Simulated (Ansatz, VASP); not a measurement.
# Zn36HNO35 (N-H pair in ZnO) in two plane-wave programs, part 2 of 2

Wanted: the spread between two codes on one cell, functional and k mesh. Of the first pair: The structure shown is the start of the Ansatz relaxation below; VASP solves that cell, so the two are compared at the walk's first step.

VASP 6.6.1 and Ansatz 0.2.0.

So far: Starting point; Ansatz: relaxation, r2SCAN.

## (3) VASP: single point, r2SCAN, start cell, pair 1

Level of this step: r2SCAN; plane waves and PAW (Zn, O, N, H) (VASP).

The same cell, functional, mesh and smearing now go to VASP, with its own data sets.

Lines of VASP's logs that name or quote its potential files are left out, and so is its time.

The input, INCAR:

```
SYSTEM = Zn36HNO35
PREC = Accurate
ENCUT = 580
EDIFF = 1E-06
NELM = 120
ISMEAR = -1
SIGMA = 0.01
LREAL = Auto
ALGO = Normal
METAGGA = R2SCAN
LASPH = .TRUE.
NBANDS = 376
LORBIT = 11
LWAVE = .FALSE.
LCHARG = .FALSE.
ISIF = 2
ISYM = 0
GGA_COMPAT = .FALSE.
EFERMI = MIDGAP
LMIXTAU = .TRUE.
NCORE = 2
```

The input, POSCAR:

```
Zn36HNO35
1.0
    9.7058587916      0.0000000000      0.0000000000
   -4.8529293958      8.4055202790      0.0000000000
    0.0000000000      0.0000000000     10.4220577674
Zn O N H
36 35 1 1
Direct
    0.1118227934      0.2244780736      0.2503049837
    0.2243085818      0.1114816179      0.9991563086
    0.1103596204      0.2225595725      0.7515290334
    0.2202469098      0.1090245422      0.5001454719
    0.1101731101      0.5533292224      0.2504908395
    0.2201492446      0.4443065838      0.0002663581
    0.1126529091      0.5559755785      0.7512583575
    0.2203034583      0.4437194696      0.5009473289
    0.1121996826      0.8912283537      0.2501757386
    0.2211192674      0.7773666332      0.0015290646
    0.1119278382      0.8876339301      0.7489120838
    0.2203723054      0.7762032311      0.5008780527
    0.4457879967      0.2212083177      0.2496239282
    0.5576780860      0.1115744141      0.0004985580
    0.4454909267      0.2242039680      0.7487728598
    0.5550636706      0.1115657293      0.4980731364
    0.4433613046      0.5533693151      0.2490763396
    0.5555477512      0.4424978914      0.9991937293
    0.4425689457      0.5534592560      0.7493535513
    0.5561350566      0.4427536757      0.4995839705
    0.4435685557      0.8900901731      0.2507572936
    0.5575391115      0.7777526891      0.0003097277
    0.4457172032      0.8884320961      0.7485717479
    0.5574702977      0.7789486888      0.4987119738
    0.7782633624      0.2237760350      0.2512614167
    0.8907679545      0.1128590460      0.0007387217
    0.7789650456      0.2239943439      0.7510831522
    0.8878452419      0.1118486386      0.4985692956
    0.7792249424      0.5576867159      0.2506095301
    0.8893434110      0.4464292364      0.9989013686
    0.7778165759      0.5536748286      0.7505754789
    0.8865973694      0.4436658144      0.4994460898
    0.7798824005      0.8891568579      0.2493161195
    0.8901385702      0.7797865905      0.9988308451
    0.7793875049      0.8903774843      0.7510953379
    0.8885058022      0.7779356641      0.5016994836
    0.2222288775      0.1128930713      0.1887022740
    0.1111976614      0.2205630274      0.4407501956
    0.2218478276      0.1121987657      0.6881942281
    0.1108710724      0.2241139082      0.9393036595
    0.2235966758      0.4458735302      0.1882655080
    0.1125617918      0.5554543734      0.4383593050
    0.2243941019      0.4459307545      0.6903607868
    0.1102023896      0.5531979991      0.9396074382
    0.2209235074      0.7779718308      0.1882682906
    0.1114017636      0.8910491857      0.4393452907
    0.2205790451      0.7771592695      0.6882964152
    0.1087824668      0.8874969963      0.9400037131
    0.5575620382      0.1127212794      0.1905340619
    0.4465580889      0.2235814010      0.4388361782
    0.5545802994      0.1115779831      0.6911792432
    0.4422325417      0.2203581621      0.9396278757
    0.5558960969      0.4429569945      0.1885650650
    0.5546932086      0.4453062839      0.6909937712
    0.4434962991      0.5532104909      0.9394230217
    0.5540955878      0.7784142781      0.1904939547
    0.4422041585      0.8875429185      0.4402828215
    0.5572850380      0.7783840599      0.6909671929
    0.4431633684      0.8899299213      0.9392680619
    0.8886638053      0.1100319753      0.1913563563
    0.7778817932      0.2237238074      0.4410325775
    0.8911044900      0.1120828894      0.6903593475
    0.7759702399      0.2218500388      0.9408168923
    0.8883877289      0.4428559894      0.1882689622
    0.7760346783      0.5555491921      0.4406994379
    0.8876711385      0.4456058490      0.6896709038
    0.7783303988      0.5549538690      0.9413492248
    0.8899817314      0.7801545630      0.1896833662
    0.7774129506      0.8894842617      0.4414238630
    0.8871670102      0.7761651609      0.6907956337
    0.7785958441      0.8902332933      0.9380938216
    0.4434912102      0.5532083495      0.4394326056
    0.5604167657      0.6146607025      0.4065921620
```

The input, KPOINTS:

```
Points of the shifted mesh
1
Reciprocal
 0.2500000000  0.2500000000  0.2500000000 1
```

Potentials, in the order of the species: Zn, O, N and H (PBE family, release 64).

On the command line:

```console
$ mpirun -np 8 vasp_std
```

Numbers of over 12 decimals in the logs are rounded to 6 here.

What it wrote:

```text
[banner, memory and clock lines left out]
running    8 mpi-ranks, on    1 nodes
[...]
|                                                                             |
|               ----> ADVICE to this user running VASP <----                  |
|                                                                             |
|     You enforced a specific xc type in the INCAR file but a different       |
|     [... a line on the potential file left out ...]
|     I HOPE YOU KNOW WHAT YOU ARE DOING!                                     |
|                                                                             |

 LDA part: xc-table for (None), standard interpolation
 POSCAR, INCAR and KPOINTS ok, starting setup
[...]
entering main loop
       N       E                     dE             d eps       ncg     rms          rms(c)
DAV:   1     0.101556743858E+05    0.10156E+05   -0.29851E+05   752   0.278E+03
DAV:   2     0.191133427762E+04   -0.82443E+04   -0.79130E+04   752   0.786E+02
DAV:   3    -0.469799990751E+03   -0.23811E+04   -0.22491E+04   760   0.318E+02
DAV:   4    -0.826895207576E+03   -0.35710E+03   -0.35108E+03   824   0.128E+02
[...]
DAV:  51    -0.657098616874E+03    0.18476E-05   -0.50242E-07   448   0.885E-03    0.372E-02
DAV:  52    -0.657098618677E+03   -0.18036E-05   -0.49530E-07   400   0.227E-03    0.371E-02
DAV:  53    -0.657098618623E+03    0.54046E-07   -0.73169E-08   400   0.164E-03
   1 F= -.65709862E+03 E0= -.65709862E+03  d E =0.000000E+00
```

From OUTCAR (step 3):

```text
  FREE ENERGIE OF THE ION-ELECTRON SYSTEM (eV)
  ---------------------------------------------------
  free  energy   TOTEN  =      -657.0986186233 eV

  energy  without entropy=     -657.0986186233  energy(sigma->0) =     -657.09861862

[... 1 further part left out ...]
```

The run ends at a pressure of 1.73 GPa, with forces up to 1.5 eV/Å.

## (4) Side by side

Known differences besides the potentials themselves: VASP keeps PBE cores, Ansatz makes them for the functional; the cutoff is 500 eV in Ansatz and 580 eV in VASP (PREC = Accurate, projectors in real space). Total energies have different zeros and are not compared.

Forces on 8 of the 73 atoms, those with the largest forces and the largest differences (eV/Å; atoms numbered as in POSCAR):

```
atom          Ansatz x, y, z            VASP x, y, z
 Zn4    0.253, 0.324, -0.023    0.269, 0.338, -0.010
Zn17  -0.541, -0.245, -0.916  -0.553, -0.252, -0.948
Zn20    0.052, -0.952, 0.866    0.047, -0.957, 0.895
Zn24    -0.977, 0.612, 0.943    -0.993, 0.616, 0.970
 O42   -0.353, -0.133, 0.188   -0.365, -0.134, 0.194
 O43  -0.359, -0.185, -0.129  -0.369, -0.196, -0.135
 N72    0.664, 0.522, -0.213    0.592, 0.481, -0.193
 H73    0.098, 0.007, -0.057    0.163, 0.047, -0.093
```

The forces differ by 12 meV/Å r.m.s., which is 5.0 % of the r.m.s. force of 0.232 eV/Å (both taken over all components). VASP's last cycles still show a density residual of 4e-03, so its state may not be settled.

## (5) Ansatz: relaxation, r2SCAN

This run makes the geometry at which the two programs are then compared.

The structure compared here is the end of the Ansatz relaxation.

The input, input.yaml:

```yaml
relax:
  f_tol: 0.01
  max_steps: 80
  random_displacement: { amplitude: 0.02, seed: 104 }
crystal:
  lattice:
    - [9.70585879, 0.0, 0.0]
    - [-4.8529294, 8.40552028, 0.0]
    - [0.0, 0.0, 10.42205777]
  atoms:
    - { symbol: Zn, position: [0.111111111, 0.222222222, 0.249833671] }
    - { symbol: Zn, position: [0.222222222, 0.111111111, -0.000166329] }
    - { symbol: O, position: [0.222222222, 0.111111111, 0.189671329] }
    - { symbol: O, position: [0.111111111, 0.222222222, 0.439671329] }
    - { symbol: Zn, position: [0.111111111, 0.222222222, 0.749833671] }
    - { symbol: Zn, position: [0.222222222, 0.111111111, 0.499833671] }
    - { symbol: O, position: [0.222222222, 0.111111111, 0.689671329] }
    - { symbol: O, position: [0.111111111, 0.222222222, 0.939671329] }
    - { symbol: Zn, position: [0.111111111, 0.555555556, 0.249833671] }
    - { symbol: Zn, position: [0.222222222, 0.444444444, -0.000166329] }
    - { symbol: O, position: [0.222222222, 0.444444444, 0.189671329] }
    - { symbol: O, position: [0.111111111, 0.555555556, 0.439671329] }
    - { symbol: Zn, position: [0.111111111, 0.555555556, 0.749833671] }
    - { symbol: Zn, position: [0.222222222, 0.444444444, 0.499833671] }
    - { symbol: O, position: [0.222222222, 0.444444444, 0.689671329] }
    - { symbol: O, position: [0.111111111, 0.555555556, 0.939671329] }
    - { symbol: Zn, position: [0.111111111, 0.888888889, 0.249833671] }
    - { symbol: Zn, position: [0.222222222, 0.777777778, -0.000166329] }
    - { symbol: O, position: [0.222222222, 0.777777778, 0.189671329] }
    - { symbol: O, position: [0.111111111, 0.888888889, 0.439671329] }
    - { symbol: Zn, position: [0.111111111, 0.888888889, 0.749833671] }
    - { symbol: Zn, position: [0.222222222, 0.777777778, 0.499833671] }
    - { symbol: O, position: [0.222222222, 0.777777778, 0.689671329] }
    - { symbol: O, position: [0.111111111, 0.888888889, 0.939671329] }
    - { symbol: Zn, position: [0.444444444, 0.222222222, 0.249833671] }
    - { symbol: Zn, position: [0.555555556, 0.111111111, -0.000166329] }
    - { symbol: O, position: [0.555555556, 0.111111111, 0.189671329] }
    - { symbol: O, position: [0.444444444, 0.222222222, 0.439671329] }
    - { symbol: Zn, position: [0.444444444, 0.222222222, 0.749833671] }
    - { symbol: Zn, position: [0.555555556, 0.111111111, 0.499833671] }
    - { symbol: O, position: [0.555555556, 0.111111111, 0.689671329] }
    - { symbol: O, position: [0.444444444, 0.222222222, 0.939671329] }
    - { symbol: Zn, position: [0.444444444, 0.555555556, 0.249833671] }
    - { symbol: Zn, position: [0.555555556, 0.444444444, -0.000166329] }
    - { symbol: O, position: [0.555555556, 0.444444444, 0.189671329] }
    - { symbol: "N", position: [0.444444444, 0.555555556, 0.439671329] }
    - { symbol: Zn, position: [0.444444444, 0.555555556, 0.749833671] }
    - { symbol: Zn, position: [0.555555556, 0.444444444, 0.499833671] }
    - { symbol: O, position: [0.555555556, 0.444444444, 0.689671329] }
    - { symbol: O, position: [0.444444444, 0.555555556, 0.939671329] }
    - { symbol: Zn, position: [0.444444444, 0.888888889, 0.249833671] }
    - { symbol: Zn, position: [0.555555556, 0.777777778, -0.000166329] }
    - { symbol: O, position: [0.555555556, 0.777777778, 0.189671329] }
    - { symbol: O, position: [0.444444444, 0.888888889, 0.439671329] }
    - { symbol: Zn, position: [0.444444444, 0.888888889, 0.749833671] }
    - { symbol: Zn, position: [0.555555556, 0.777777778, 0.499833671] }
    - { symbol: O, position: [0.555555556, 0.777777778, 0.689671329] }
    - { symbol: O, position: [0.444444444, 0.888888889, 0.939671329] }
    - { symbol: Zn, position: [0.777777778, 0.222222222, 0.249833671] }
    - { symbol: Zn, position: [0.888888889, 0.111111111, -0.000166329] }
    - { symbol: O, position: [0.888888889, 0.111111111, 0.189671329] }
    - { symbol: O, position: [0.777777778, 0.222222222, 0.439671329] }
    - { symbol: Zn, position: [0.777777778, 0.222222222, 0.749833671] }
    - { symbol: Zn, position: [0.888888889, 0.111111111, 0.499833671] }
    - { symbol: O, position: [0.888888889, 0.111111111, 0.689671329] }
    - { symbol: O, position: [0.777777778, 0.222222222, 0.939671329] }
    - { symbol: Zn, position: [0.777777778, 0.555555556, 0.249833671] }
    - { symbol: Zn, position: [0.888888889, 0.444444444, -0.000166329] }
    - { symbol: O, position: [0.888888889, 0.444444444, 0.189671329] }
    - { symbol: O, position: [0.777777778, 0.555555556, 0.439671329] }
    - { symbol: Zn, position: [0.777777778, 0.555555556, 0.749833671] }
    - { symbol: Zn, position: [0.888888889, 0.444444444, 0.499833671] }
    - { symbol: O, position: [0.888888889, 0.444444444, 0.689671329] }
    - { symbol: O, position: [0.777777778, 0.555555556, 0.939671329] }
    - { symbol: Zn, position: [0.777777778, 0.888888889, 0.249833671] }
    - { symbol: Zn, position: [0.888888889, 0.777777778, -0.000166329] }
    - { symbol: O, position: [0.888888889, 0.777777778, 0.189671329] }
    - { symbol: O, position: [0.777777778, 0.888888889, 0.439671329] }
    - { symbol: Zn, position: [0.777777778, 0.888888889, 0.749833671] }
    - { symbol: Zn, position: [0.888888889, 0.777777778, 0.499833671] }
    - { symbol: O, position: [0.888888889, 0.777777778, 0.689671329] }
    - { symbol: O, position: [0.777777778, 0.888888889, 0.939671329] }
    - { symbol: H, position: [0.560109001, 0.613387999, 0.408184329] }
basis:
  ecutwfc: 500
  xc_grid: 2
hamiltonian:
  xc: r2scan
kpoints:
  mp_grid: { grid: [1, 1, 1], shift: [0.25, 0.25, 0.25] }
scf:
  occupations: { method: fermi_dirac, width: 0.01 }
  max_iter: 120
output:
  forces: true
checkpoint:
  write: "../relax.run"
  compress: false
  write_wavefunctions: true
  write_every: 100000
```

On the command line:

```console
$ ansatz run input.yaml --threads 2 --pin off --max-ram 4710MiB --backend cpu --events-out ev --progress --plain --runs-dir out
```

What it wrote:

```text
[...]
Crystal: 73 atoms, lattice volume = 850.261 Å³
Basis set: ecut = 500 eV, 21585 PW (Γ), exchange–correlation on 144×144×160 points (8 copies of the dense FFT grid, shifted against one another)
Bands: 397, of which v1, the nominal top of the filled ones, is band 324 counted from 1 (323 counted from 0)
Symmetry: 1 space group operations
k-points: 1
[...]
SCF iter   1: F=—  HF=-140048.455807 eV  |F-HF|=—  |Δ(HF+E_count)|=         —  Δρ=2.01e-2  dr2=1.66e0  dr2_τ=1.85e0  ethr=1.77e-3  ⟨swp⟩=6.0  Hψ=1657  notcnv=0  defer=6
[...]
- { symbol: N, position: [0.465494, 0.566615, 0.435927] }
[...]
- { symbol: Zn, position: [0.772867, 0.887753, 0.250713] }
    - { symbol: Zn, position: [0.887681, 0.776979, 0.00210749] }
    - { symbol: O, position: [0.884793, 0.776022, 0.191976] }
    - { symbol: O, position: [0.776741, 0.890475, 0.441224] }
    - { symbol: Zn, position: [0.781027, 0.892178, 0.751110] }
    - { symbol: Zn, position: [0.885347, 0.775570, 0.500153] }
    - { symbol: O, position: [0.888154, 0.777716, 0.690034] }
    - { symbol: O, position: [0.778354, 0.889116, 0.940635] }
    - { symbol: H, position: [0.578654, 0.620050, 0.398525] }
```

## (6) VASP: single point, r2SCAN, relaxed cell, pair 2

The same cell, functional, mesh and smearing now go to VASP, with its own data sets.

INCAR is that of step 3.

The input, POSCAR:

```
Zn36HNO35
1.0
    9.7058587898      0.0000000001      0.0000000000
   -4.8529293998      8.4055202801      0.0000000000
    0.0000000000      0.0000000000     10.4220577700
Zn O N H
36 35 1 1
Direct
    0.1076696161      0.2196801931      0.2495314428
    0.2205761405      0.1099636654      0.0002871745
    0.1139661998      0.2253652465      0.7472729762
    0.2209286502      0.1084164922      0.4995707553
    0.1076551442      0.5556145976      0.2496947783
    0.2200480029      0.4431905212      0.9956433373
    0.1139868290      0.5561391569      0.7472384843
    0.2364368568      0.4506896173      0.4943011735
    0.1077673226      0.8876628404      0.2500501870
    0.2206852683      0.7769272138      0.0002256917
    0.1098706347      0.8886438954      0.7503707634
    0.2212208088      0.7783334712      0.4995098456
    0.4426719115      0.2226630127      0.2499942417
    0.5563059693      0.1113665298      0.0019442224
    0.4427952260      0.2189807361      0.7532862261
    0.5591314605      0.1128574154      0.5007363510
    0.4311896225      0.5502350297      0.2415008952
    0.5553740977      0.4437466913      0.9985708580
    0.4477279790      0.5579650063      0.7501791608
    0.5512864347      0.4316894239      0.5095899650
    0.4427244388      0.8883199120      0.2499459750
    0.5555065886      0.7783803843      0.9982364017
    0.4430031664      0.8916333774      0.7528639926
    0.5520173457      0.7861452325      0.5085817844
    0.7764768365      0.2220426670      0.2501548690
    0.8892474853      0.1112250172      0.9998166873
    0.7793842145      0.2235470210      0.7500332496
    0.8931631245      0.1134823135      0.4992537969
    0.7727237700      0.5526301163      0.2509196209
    0.8892675317      0.4443559901      0.9999635567
    0.7809975815      0.5564368206      0.7513528043
    0.8932792414      0.4458443131      0.4992603739
    0.7728671507      0.8877534586      0.2507125111
    0.8876807040      0.7769794235      0.0021074913
    0.7810272150      0.8921783935      0.7511102273
    0.8853471104      0.7755699536      0.5001531553
    0.2199053526      0.1098731756      0.1900856572
    0.1159427203      0.2259181892      0.4392394645
    0.2224726145      0.1106438119      0.6895274950
    0.1104698301      0.2210983340      0.9373256926
    0.2118282189      0.4396453307      0.1848745218
    0.1162178188      0.5558816900      0.4394115623
    0.2274337166      0.4473735416      0.6852765888
    0.1104301206      0.5558524217      0.9373182061
    0.2199516906      0.7774354596      0.1900590811
    0.1074746466      0.8866281755      0.4398910008
    0.2225241009      0.7791500255      0.6894589054
    0.1093218042      0.8878774410      0.9402549066
    0.5543348486      0.1112164776      0.1912086989
    0.4426896771      0.2167406540      0.4398103411
    0.5571443072      0.1124935655      0.6905703598
    0.4430386043      0.2202606447      0.9420657097
    0.5518315636      0.4435279010      0.1878226854
    0.5568896438      0.4422254260      0.6971026580
    0.4435898215      0.5552095988      0.9400135794
    0.5520996679      0.7767876299      0.1873989284
    0.4429412482      0.8928517262      0.4397510770
    0.5571050405      0.7824612661      0.6965383692
    0.4430443184      0.8895416105      0.9417258647
    0.8860181097      0.1094343814      0.1897127111
    0.7805147005      0.2234344805      0.4399372457
    0.8912004687      0.1133492073      0.6892297310
    0.7777588948      0.2221726301      0.9399821495
    0.8859928236      0.4441076387      0.1898952721
    0.7759732956      0.5519337454      0.4415878669
    0.8912077503      0.4453987781      0.6892369956
    0.7782201998      0.5556252930      0.9408527373
    0.8847931251      0.7760219191      0.1919759917
    0.7767410268      0.8904752105      0.4412235042
    0.8881539781      0.7777163186      0.6900337027
    0.7783543186      0.8891164157      0.9406348815
    0.4654942233      0.5666153941      0.4359266986
    0.5786542728      0.6200500409      0.3985247746
```

KPOINTS is that of step 3.

On the command line:

```console
$ mpirun -np 8 vasp_std
```

What it wrote:

```text
[banner, memory and clock lines left out]
running    8 mpi-ranks, on    1 nodes
[...]
[... a notice as in an earlier step ...]

 LDA part: xc-table for (None), standard interpolation
 POSCAR, INCAR and KPOINTS ok, starting setup
[...]
entering main loop
       N       E                     dE             d eps       ncg     rms          rms(c)
DAV:   1     0.101177960315E+05    0.10118E+05   -0.29872E+05   752   0.278E+03
DAV:   2     0.189392062232E+04   -0.82239E+04   -0.79059E+04   752   0.784E+02
DAV:   3    -0.479100081794E+03   -0.23730E+04   -0.22484E+04   760   0.318E+02
DAV:   4    -0.828009627945E+03   -0.34891E+03   -0.34281E+03   832   0.127E+02
[...]
DAV:  42    -0.657652212857E+03    0.69134E-05   -0.31109E-07   400   0.344E-03    0.948E-03
DAV:  43    -0.657652209046E+03    0.38110E-05   -0.51352E-08   400   0.533E-03    0.893E-03
DAV:  44    -0.657652208946E+03    0.99695E-07   -0.21066E-07   400   0.118E-03
   1 F= -.65765221E+03 E0= -.65765221E+03  d E =0.000000E+00
```

OUTCAR, selected parts (step 6):

```text
  FREE ENERGIE OF THE ION-ELECTRON SYSTEM (eV)
  ---------------------------------------------------
  free  energy   TOTEN  =      -657.6522089464 eV

  energy  without entropy=     -657.6522089464  energy(sigma->0) =     -657.65220895

[... 1 part as in an earlier step ...]
```

The run ends at a pressure of 1.16 GPa, with forces up to 0.070 eV/Å.

## (7) Comparison

Both answers:

```
              quantity  Ansatz   VASP  difference
gap on the k mesh (eV)   2.736  2.740      -0.004
```

At this near-relaxed geometry the largest component of a force difference is 58 meV/Å. A gap on the mesh is an upper bound, since the band edges may lie between its points.

## (8) Outcome

```yaml
r_m_s_force_difference_single_point_r2scan_start_cell_pair_1: 5.0 % of the r.m.s. force
difference_in_gap_on_the_k_mesh_single_point_r2scan_relaxed_cell_pair_2: -0.0036 eV
r_m_s_force_difference_single_point_r2scan_relaxed_cell_pair_2: 11 meV/Å
```

The r.m.s. force difference is 5.0 % of the r.m.s. force (single point, r2SCAN, start cell, pair 1), beyond the 3 % picked in this series as the mark of a large difference. How closely two codes agree says nothing of how well the functional describes the real material.

[Lines on the potential files, build, host, timing and source positions are cut from VASP's logs without a mark.]

[Logs are printed without paths, hosts, clocks, repeated set-up lines and the standing remarks that a program may print on its own settings, such as how far it seeks lower states.]

[Hosts, paths, dates, database ids (printed as entryN), source tags and the programs' standing remarks are cut or masked in the printed files.]
